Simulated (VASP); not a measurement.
# Zr (Im-3m) in VASP: a series of runs

The runs below take Zr through band structure, with revTPSS, MS2, M06-L, AM05.

All numbers are computed with VASP 6.6.1; they aren't measurements. Logs are shortened: lines on timing, memory, paths and dates and some standing lists are left out, and cuts for length are marked.

**1. The crystal as given**

It takes space group Im-3m (No. 229, cubic). The conventional cell has a = 3.620 Å, b = 3.620 Å, c = 3.620 Å, α = 90.00°, β = 90.00°, γ = 90.00°. Zr (site symmetry m-3m) has 8 Zr at 3.14 Å as nearest neighbours.

This isn't the form of Zr at room conditions, which is hcp.

**2. Band structure, revTPSS**

File INCAR:

```
SYSTEM = Zr
PREC = Accurate ; ENCUT = 520
EDIFF = 1E-6 ; ISMEAR = -1
SIGMA = 0.05 ; LREAL = .FALSE.
LASPH = .TRUE. ; NELM = 60
ALGO = Normal ; ISIF = 2
LWAVE = .FALSE. ; LCHARG = .FALSE.
LMAXMIX = 4 ; METAGGA = RTPSS
LMIXTAU = .TRUE. ; NBANDS = 12
```

File KPOINTS:

```
regular mesh
0
G
  10 10 10
  0 0 0
```

File POSCAR:

```
Zr
1.0
   -1.8100000000      1.8100000000      1.8100000000
    1.8100000000     -1.8100000000      1.8100000000
    1.8100000000      1.8100000000     -1.8100000000
Zr
1
Direct
    0.0000000000      0.0000000000      0.0000000000
```

File KPOINTS_OPT:

```
path GHNGPH,PN
20
line-mode
reciprocal
 0.0000000000  0.0000000000  0.0000000000  G
 0.5000000000 -0.5000000000  0.5000000000  H

 0.5000000000 -0.5000000000  0.5000000000  H
 0.0000000000  0.0000000000  0.5000000000  N

 0.0000000000  0.0000000000  0.5000000000  N
 0.0000000000  0.0000000000  0.0000000000  G

 0.0000000000  0.0000000000  0.0000000000  G
 0.2500000000  0.2500000000  0.2500000000  P

 0.2500000000  0.2500000000  0.2500000000  P
 0.5000000000 -0.5000000000  0.5000000000  H

 0.2500000000  0.2500000000  0.2500000000  P
 0.0000000000  0.0000000000  0.5000000000  N
```

Potentials or basis: VASP PAW PBE potentials, release 64 (Zr_sv).

Command:

```console
> cat potpaw_PBE.64/Zr_sv/POTCAR > POTCAR
> mpirun -np 1 vasp_std > vasp.out
```

OUTCAR:

```text
SYSTEM = Zr
   PREC = Accurate
   ENCUT = 520
   EDIFF = 1E-6
   ISMEAR = -1
   LREAL = .FALSE.
   LASPH = .TRUE.
   NELM = 60
   ISIF = 2
   METAGGA = RTPSS

 ion  position               nearest neighbor table
   1  0.000  0.000  0.000-

  LATTYP: Found a body centered cubic cell.
 ALAT       =     3.6200000000

  Lattice vectors:

 A1 = (  -1.8100000000,   1.8100000000,   1.8100000000)
 A2 = (   1.8100000000,  -1.8100000000,   1.8100000000)
 A3 = (   1.8100000000,   1.8100000000,  -1.8100000000)

Analysis of symmetry for initial positions (statically):
=====================================================================
 Subroutine PRICEL returns:
 Original cell was already a primitive cell.

 Routine SETGRP: Setting up the symmetry group for a
 body centered cubic supercell.

 Subroutine GETGRP returns: Found 48 space group operations
 (whereof 48 operations were pure point group operations)
 out of a pool of 48 trial point group operations.

The static configuration has the point symmetry O_h .

Analysis of symmetry for dynamics (positions and initial velocities):
=====================================================================
 Subroutine PRICEL returns:
 Original cell was already a primitive cell.

 Routine SETGRP: Setting up the symmetry group for a
 body centered cubic supercell.

 Subroutine GETGRP returns: Found 48 space group operations
 (whereof 48 operations were pure point group operations)
 out of a pool of 48 trial point group operations.

The dynamic configuration has the point symmetry O_h .

 Subroutine INISYM returns: Found 48 space group operations
 (whereof 48 operations are pure point group operations),
 and found     1 'primitive' translations

----------------------------------------------------------------------------------------

                                     Primitive cell

  volume of cell :      23.7190

  direct lattice vectors                    reciprocal lattice vectors
    -1.810000000  1.810000000  1.810000000     0.000000000  0.276243094  0.276243094
     1.810000000 -1.810000000  1.810000000     0.276243094  0.000000000  0.276243094
     1.810000000  1.810000000 -1.810000000     0.276243094  0.276243094  0.000000000

  length of vectors
     3.135011962  3.135011962  3.135011962     0.390666730  0.390666730  0.390666730

  position of ions in fractional coordinates (direct lattice)
     0.000000000  0.000000000  0.000000000

  ion indices of the primitive-cell ions
   primitive index   ion index
                 1           1

----------------------------------------------------------------------------------------

 KPOINTS: regular mesh

Automatic generation of k-mesh.
 Grid dimensions read from file:
 generate k-points for:   10   10   10

 Generating k-lattice:

  Cartesian coordinates                     Fractional coordinates (reciprocal lattice)
     0.000000000  0.027624309  0.027624309     0.100000000  0.000000000  0.000000000
     0.027624309  0.000000000  0.027624309     0.000000000  0.100000000  0.000000000
     0.027624309  0.027624309  0.000000000     0.000000000  0.000000000  0.100000000

  Length of vectors
     0.039066673  0.039066673  0.039066673

  Shift w.r.t. Gamma in fractional coordinates (k-lattice)
     0.000000000  0.000000000  0.000000000

 Subroutine IBZKPT returns following result:
 ===========================================

 Found     47 irreducible k-points:

 Following reciprocal coordinates:
            Coordinates               Weight
  0.000000  0.000000  0.000000      1.000000
  0.100000  0.000000  0.000000     12.000000
  0.200000  0.000000  0.000000     12.000000
  0.300000  0.000000  0.000000     12.000000
  0.400000  0.000000  0.000000     12.000000
  0.500000  0.000000  0.000000      6.000000
[... 16 lines left out ...]
  0.300000  0.300000  0.100000      8.000000
 -0.300000  0.300000  0.100000     24.000000
 [... further k-points ...]
   k-points           NKPTS =     47   k-points in BZ     NKDIM =     47   number of bands    NBANDS=     12
   number of dos      NEDOS =    301   number of ions     NIONS =      1
   total plane-waves  NPLWV =  13824
   dimension x,y,z NGX =    24 NGY =   24 NGZ =   24
   dimension x,y,z NGXF=    48 NGYF=   48 NGZF=   48
   ions per type =               1
   NGX,Y,Z   is equivalent  to a cutoff of  12.73, 12.73, 12.73 a.u.
   NGXF,Y,Z  is equivalent  to a cutoff of  25.45, 25.45, 25.45 a.u.
 SYSTEM =  Zr
   PREC   = accura    normal or accurate (medium, high low for compatibility)
   ISTART =      0    job   : 0-new  1-cont  2-samecut
   ICHARG =      2    charge: 1-file 2-atom 10-const
   ISPIN  =      1    spin polarized calculation?
   LNONCOLLINEAR =      F non collinear calculations
   LSORBIT =      F    spin-orbit coupling
   LASPH  =      T    aspherical Exc in radial PAW
   ENCUT  =  520.0 eV  38.22 Ry    6.18 a.u.   5.83  5.83  5.83*2*pi/ulx,y,z
   NELM   =     60;   NELMIN=  2; NELMDL= -5     # of ELM steps
   EDIFF  = 0.1E-05   stopping-criterion for ELM
   LREAL  =      F    real-space projection
   EDIFFG = 0.1E-04   stopping-criterion for IOM
   NSW    =      0    number of steps for IOM
   IBRION =     -1    ionic relax: 0-MD 1-quasi-New 2-CG
   NFREE  =      0    steps in history (QN), initial steepest desc. (CG)
   ISIF   =      2    stress and relaxation
   ISYM   =      2    0-nonsym 1-usesym 2-fastsym
   POTIM  = 0.5000    time-step for ionic-motion
   TEBEG  =    0.0;   TEEND  =   0.0 temperature during run
   PSTRESS=    0.0 pullay stress
   NELECT =      12.0000    total number of electrons
   NUPDOWN=      -1.0000    fix difference up-down
   EMIN   =  10.00;   EMAX   =-10.00  energy-range for DOS
   EFERMI =   0.00;   METHOD = LEGACY
   ISMEAR =    -1;   SIGMA  =   0.05  broadening in eV -4-tet -1-fermi 0-gaus
   EFERMI_NEDOS =   21; number of points for ismear=-14 and -15
   IALGO  =     38    algorithm
   IMIX   =      4    mixing-type and parameters
     AMIX     =   0.40;   BMIX     =  1.00
     AMIX_MAG =   1.60;   BMIX_MAG =  1.00
  volume/ion in A,a.u.               =      23.72       160.06
  Fermi-wavevector in a.u.,A,eV,Ry     =   1.304478  2.465105 23.152520  1.701662
  Thomas-Fermi vector in A             =   2.435411
   LORBIT       =      0    0 simple, 1 ext, 2 COOP (PROOUT), +10 PAW based schemes
   METAGGA = RTPSS    functional components
   LHFCALC =     F    Hartree Fock is set to
   AEXX    =    0.0000 exact exchange contribution
   IVDW    =     0    specifies the selected vdW correction
   LEPSILON=     F    determine dielectric tensor
   LRPA    =     F    only Hartree local field effects (RPA)
 non-spin polarized calculation
  energy-cutoff  :      520.00
  volume of cell :       23.72
 maximum number of plane-waves:       682
   NGX = 11   NGY = 11   NGZ = 11

 number of electron      12.0000000 magnetization

 Free energy of the ion-electron system (eV)
  ---------------------------------------------------
  ext. energy  EPLUGINS =         0.00000000
  ---------------------------------------------------
  free energy    TOTEN  =         2.36441407 eV

  energy without entropy =        2.38062417  energy(sigma->0) =        2.37251912

 E-fermi :   8.5331     XC(G=0): -11.1770

 val. band max:        8.5108031477   @ k =   0.2000   0.2000   0.0000
 cond. band min:       8.5515424100   @ k =   0.3000   0.2000   0.1000
 fundamental gap:      0.0407392623
 Fermi energy:         8.5331485790

 k-point     1 :       0.0000    0.0000    0.0000
  band No.  band energies     occupation
      1     -40.6467      2.00000
      2     -17.9285      2.00000
      3     -17.9285      2.00000
      4     -17.9285      2.00000
      5       3.1722      2.00000
      6       9.6466      0.00000
      7       9.6466      0.00000
      8       9.6466      0.00000
      9      12.1002      0.00000
     10      12.1002      0.00000
     11      20.7435      0.00000
     12      20.7435      0.00000

 k-point     2 :       0.1000    0.0000    0.0000
  band No.  band energies     occupation
      1     -40.6337      2.00000
      2     -18.0197      2.00000
      3     -17.9567      2.00000
      4     -17.9290      2.00000
      5       3.4988      2.00000
      6       9.4285      0.00000
      7       9.5571      0.00000
      8       9.9694      0.00000
      9      11.7980      0.00000
     10      12.1001      0.00000
     11      21.0138      0.00000
     12      21.3423      0.00000

 k-point     3 :       0.2000    0.0000    0.0000
  band No.  band energies     occupation
      1     -40.5994      2.00000
      2     -18.2528      2.00000
      3     -18.0298      2.00000
      4     -17.9306      2.00000
      5       4.3622      2.00000
      6       8.9218      0.00084
      7       9.1582      0.00001
      8      10.9030      0.00000
      9      11.5746      0.00000
     10      12.1527      0.00000
     11      21.1978      0.00000
     12      22.4353      0.00000
[... 286 lines left out ...]
 k-point    23 :       0.3000    0.3000    0.1000
  band No.  band energies     occupation
      1     -40.4975      2.00000
      2     -18.5010      2.00000
      3     -18.5010      2.00000
      4     -18.1222      2.00000
      5       7.3081      2.00000
      6       8.1576      1.99891
      7       8.1576      1.99891
      8      12.7109      0.00000
      9      12.7109      0.00000
     10      16.3919      0.00000
     11      18.1036      0.00000
     12      18.1036      0.00000

 k-point    24 :      -0.3000    0.3000    0.1000
  band No.  band energies     occupation
      1     -40.5459      2.00000
      2     -18.5173      2.00000
      3     -18.1500      2.00000
      4     -17.9994      2.00000
      5       5.6049      2.00000
      6       8.6773      0.10602
      7       8.6961      0.07407
      8      10.9923      0.00000
      9      12.2146      0.00000
     10      12.8526      0.00000
     11      20.2045      0.00000
     12      21.8805      0.00000

 [... further k-points ...]
[... 5 lines left out ...]
  --------------------------------------------------------------------------------------
  -------------------------------------------------------------------------------------
  Total       -0.8078073     -0.8078073     -0.8078073     -0.0000000     -0.0000000      0.0000000
  in kB      -54.5660631    -54.5660631    -54.5660631     -0.0000000     -0.0000000      0.0000000
  external PRESSURE =     -54.5660631 kB  Pullay stress =       0.0000000 kB

 VOLUME and BASIS-vectors are now :
 -----------------------------------------------------------------------------
  energy-cutoff  :      520.00
  volume of cell :       23.72
      direct lattice vectors                 reciprocal lattice vectors
    -1.810000000  1.810000000  1.810000000     0.000000000  0.276243094  0.276243094
     1.810000000 -1.810000000  1.810000000     0.276243094  0.000000000  0.276243094
     1.810000000  1.810000000 -1.810000000     0.276243094  0.276243094  0.000000000

 POSITION                                       TOTAL-FORCE (eV/Angst)
 -----------------------------------------------------------------------------------
      0.00000      0.00000      0.00000        -0.000000     -0.000000      0.000000
 -----------------------------------------------------------------------------------
    total drift:                                0.000000      0.000000      0.000000

  FREE ENERGIE OF THE ION-ELECTRON SYSTEM (eV)
  ---------------------------------------------------
  free  energy   TOTEN  =         2.3644140743 eV

  energy  without entropy=        2.3806241702  energy(sigma->0) =        2.37251912
```

Run time: 39 s. Hardware: 1 thread of Intel Xeon 6975P-C (Granite Rapids), shared host; peak memory 0.16 GiB.

What came out:

```
Free energy             : 2.3644 eV
Pressure                : -5.5 GPa
Band gap along the path : none (metal or under the smearing width)
```

Levels at the corners of the path, in eV from the Fermi level:
| point | band 4 | band 5 | band 6 | band 7 | band 8 | band 9 |
| --- | --- | --- | --- | --- | --- | --- |
| Γ | -26.46 | -5.36 | 1.11 | 1.11 | 1.11 | 3.57 |
| H | -27.08 | -2.51 | -2.51 | 5.58 | 5.58 | 5.58 |
| H | -27.08 | -2.51 | -2.51 | 5.58 | 5.58 | 5.58 |
| N | -26.47 | -2.77 | -0.66 | 1.42 | 3.56 | 4.23 |
| N | -26.47 | -2.77 | -0.66 | 1.42 | 3.56 | 4.23 |
| Γ | -26.46 | -5.36 | 1.11 | 1.11 | 1.11 | 3.57 |
| Γ | -26.46 | -5.36 | 1.11 | 1.11 | 1.11 | 3.57 |
| P | -26.91 | -0.58 | -0.58 | -0.58 | 4.35 | 4.35 |
| P | -26.91 | -0.58 | -0.58 | -0.58 | 4.35 | 4.35 |
| H | -27.08 | -2.51 | -2.51 | 5.58 | 5.58 | 5.58 |
| P | -26.91 | -0.58 | -0.58 | -0.58 | 4.35 | 4.35 |
| N | -26.47 | -2.77 | -0.66 | 1.42 | 3.56 | 4.23 |

Caveat: the PAW data sets were made with another functional, which shifts forces and pressure a little.

**3. Band structure, MS2**

File INCAR:

```
PREC     = Accurate       # precision mode
ENCUT    = 520            # plane-wave cutoff, eV
EDIFF    = 1E-6           # SCF threshold, eV
ISMEAR   = -1             # smearing method
SIGMA    = 0.05           # smearing width, eV
LREAL    = F              # projectors in reciprocal space
LASPH    = T              # aspherical terms in the spheres
NELM     = 60             # most SCF steps
ALGO     = Normal         # electronic algorithm
ISIF     = 2              # what is computed and relaxed
LWAVE    = F              # write WAVECAR
LCHARG   = F              # write CHGCAR
LMAXMIX  = 4              # l up to which the mixer works
METAGGA  = MS2            # meta-GGA
LMIXTAU  = T            
NBANDS   = 12             # bands
```

File KPOINTS:

```
Automatic mesh
0
Gamma
  10 10 10
```

POSCAR is that of step 2.

KPOINTS_OPT is that of step 2.

Potentials or basis: VASP PAW PBE potentials, release 64 (Zr_sv).

Command:

```console
> cat potpaw_PBE.64/Zr_sv/POTCAR > POTCAR
> mpirun -np 1 vasp_std > vasp.out
```

Wall time 43 s (1 thread of Intel Xeon 6975P-C (Granite Rapids), shared host); peak memory 0.16 GiB.

Results (log left out):

```
Free energy             : -8.3499 eV
Pressure                : -4.4 GPa
Band gap along the path : none (metal or under the smearing width)
```

Levels at the corners of the path, in eV from the Fermi level:
```tsv
point	band 4	band 5	band 6	band 7	band 8	band 9
Γ	-26.83	-5.47	1.14	1.14	1.14	3.64
H	-27.45	-2.50	-2.50	5.65	5.65	5.65
H	-27.45	-2.50	-2.50	5.65	5.65	5.65
N	-26.83	-2.80	-0.65	1.39	3.61	4.30
N	-26.83	-2.80	-0.65	1.39	3.61	4.30
Γ	-26.83	-5.47	1.14	1.14	1.14	3.64
Γ	-26.83	-5.47	1.14	1.14	1.14	3.64
P	-27.28	-0.59	-0.59	-0.59	4.42	4.42
P	-27.28	-0.59	-0.59	-0.59	4.42	4.42
H	-27.45	-2.50	-2.50	5.65	5.65	5.65
P	-27.28	-0.59	-0.59	-0.59	4.42	4.42
N	-26.83	-2.80	-0.65	1.39	3.61	4.30
```

Caveat: the PAW data sets were made with another functional, which shifts forces and pressure a little.

**4. Band structure, M06-L**

File INCAR:

```
ALGO     = Normal         # electronic algorithm
EDIFF    = 1E-7           # SCF threshold, eV
ENCUT    = 520            # plane-wave cutoff, eV
ISIF     = 2              # what is computed and relaxed
ISMEAR   = -1             # smearing method
LASPH    = True           # aspherical terms in the spheres
LCHARG   = False          # write CHGCAR
LMAXMIX  = 4              # l up to which the mixer works
LMIXTAU  = True         
LREAL    = False          # projectors in reciprocal space
LWAVE    = False          # write WAVECAR
METAGGA  = M06L           # meta-GGA
NELM     = 100            # most SCF steps
PREC     = Accurate       # precision mode
SIGMA    = 0.05           # smearing width, eV
```

File KPOINTS:

```
k-points
0
Gamma
  10 10 10
```

POSCAR is that of step 3.

KPOINTS_OPT: that of step 3 with these lines changed.

```diff
@@ -1,3 +1,3 @@
 path GHNGPH,PN
-20
+10
 line-mode
```

Command:

```console
> cat potpaw_PBE.64/Zr_sv/POTCAR > POTCAR
> mpirun -np 1 vasp_std > vasp.out
```

Run time: 45 s. Hardware: 1 thread of Intel Xeon 6975P-C (Granite Rapids), shared host; peak memory 0.15 GiB.

It converged, with:

* Free energy: -19.1951 eV
* Pressure: -0.8 GPa
* Band gap along the path: none (metal or under the smearing width)

Levels at the corners of the path, in eV from the Fermi level:
```tsv
point	band 3	band 4	band 5	band 6	band 7	band 8	band 9	band 10
Γ	-27.28	-27.28	-5.32	1.19	1.19	1.19	3.69	3.69
H	-27.86	-27.86	-2.50	-2.50	5.65	5.65	5.65	7.19
H	-27.86	-27.86	-2.50	-2.50	5.65	5.65	5.65	7.19
N	-27.55	-27.28	-2.73	-0.61	1.31	3.68	4.35	6.31
N	-27.55	-27.28	-2.73	-0.61	1.31	3.68	4.35	6.31
Γ	-27.28	-27.28	-5.32	1.19	1.19	1.19	3.69	3.69
Γ	-27.28	-27.28	-5.32	1.19	1.19	1.19	3.69	3.69
P	-27.70	-27.70	-0.60	-0.60	-0.60	4.48	4.48	7.68
P	-27.70	-27.70	-0.60	-0.60	-0.60	4.48	4.48	7.68
H	-27.86	-27.86	-2.50	-2.50	5.65	5.65	5.65	7.19
P	-27.70	-27.70	-0.60	-0.60	-0.60	4.48	4.48	7.68
N	-27.55	-27.28	-2.73	-0.61	1.31	3.68	4.35	6.31
```

Caveat: the PAW data sets were made with another functional, which shifts forces and pressure a little.

**5. Band structure, AM05**

File INCAR:

```
SYSTEM = Zr
ALGO = Normal
EDIFF = 1E-6
ENCUT = 520
GGA = AM
ISIF = 2
ISMEAR = -1
LASPH = .TRUE.
LCHARG = .FALSE.
LMAXMIX = 4
LREAL = .FALSE.
LWAVE = .FALSE.
NELM = 100
PREC = Accurate
SIGMA = 0.05
```

File KPOINTS:

```
k-points
0
G
  10 10 10
  0 0 0
```

POSCAR is that of step 4.

KPOINTS_OPT: that of step 4 with these lines changed.

```diff
@@ -1,3 +1,3 @@
 path GHNGPH,PN
-10
+20
 line-mode
```

Command:

```console
> cat potpaw_PBE.64/Zr_sv/POTCAR > POTCAR
> mpirun -np 1 vasp_std > vasp.out
```

Wall time 8.3 s (1 thread of Intel Xeon 6975P-C (Granite Rapids), shared host); peak memory 0.15 GiB.

Results (log left out):

```yaml
Free_energy: -8.7436 eV
Pressure: -6.7 GPa
Band_gap_along_the_path: none (metal or under the smearing width)
```

Levels at the corners of the path, in eV from the Fermi level:
```
point  band 4  band 5  band 6  band 7  band 8  band 9
    Γ  -26.04   -5.40    1.08    1.08    1.08    3.51
    H  -26.67   -2.50   -2.50    5.51    5.51    5.51
    H  -26.67   -2.50   -2.50    5.51    5.51    5.51
    N  -26.05   -2.77   -0.67    1.45    3.49    4.15
    N  -26.05   -2.77   -0.67    1.45    3.49    4.15
    Γ  -26.04   -5.40    1.08    1.08    1.08    3.51
    Γ  -26.04   -5.40    1.08    1.08    1.08    3.51
    P  -26.50   -0.57   -0.57   -0.57    4.27    4.27
    P  -26.50   -0.57   -0.57   -0.57    4.27    4.27
    H  -26.67   -2.50   -2.50    5.51    5.51    5.51
    P  -26.50   -0.57   -0.57   -0.57    4.27    4.27
    N  -26.05   -2.77   -0.67    1.45    3.49    4.15
```

Caveat: the PAW data sets were made with another functional, which shifts forces and pressure a little.

**6. The reference run**

An earlier run on the cell as given: functional PBE; potentials or basis VASP PAW PBE potentials, release 64 (Zr_sv); cutoff 520 eV; k mesh 10 × 10 × 10; occupations fermi-dirac, width 0.05 eV; no spin polarisation.

* Pressure: -3.3 GPa
* Band gap on the k mesh: none (metal or under the smearing width)

**7. Overview**

```tsv
task	level	pressure (GPa)
band structure	revTPSS	-5.5
band structure	MS2	-4.4
band structure	M06-L	-0.8
band structure	AM05	-6.7
single point	PBE	-3.3
```

Alike in all rows: potentials or basis VASP PAW PBE potentials, release 64 (Zr_sv); no spin polarisation; cell as given; k mesh 10 × 10 × 10; cutoff (eV) 520; smearing fermi-dirac 0.05 eV.

The pressure there spans -6.7 GPa (AM05) to -0.8 GPa (M06-L); a positive pressure means that this level wants a larger cell, a negative one a smaller.

Caveats: the PAW data sets were made with another functional, which shifts forces and pressure a little (some runs).

Absolute energies hang on the potentials; compare differences alone.
